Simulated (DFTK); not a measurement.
The system is MgO.

```xyz
2
Lattice="0.0000 2.0970 2.0970 2.0970 0.0000 2.0970 2.0970 2.0970 0.0000" Properties=species:S:1:pos:R:3 pbc="T T T"
Mg    0.0000    0.0000    0.0000
O     2.0970    2.0970    2.0970
```

The cell is a database's computed one.

Base run:

| Item | Value |
| --- | --- |
| Program | DFTK 0.8.2 |
| Functional | LDA |
| Potentials or basis | SG15 1.2 (PBE) |
| Cutoff | 1225 eV |
| k mesh | 11 × 11 × 11 |
| Occupations | fermi-dirac, width 0.05 eV |
| Spin | no spin polarisation |

Its results: band gap on the k mesh 4.57 eV, direct.

The run is repeated on the same cell with these changes: functional from LDA to PBE0; k mesh from 11 × 11 × 11 to 3 × 3 × 3. What comes out?

Band gap on the k mesh 7.45 eV, direct.

Several settings changed at once, so the effect can't be laid on one alone.

Caveats: some runs use coarse meshes.
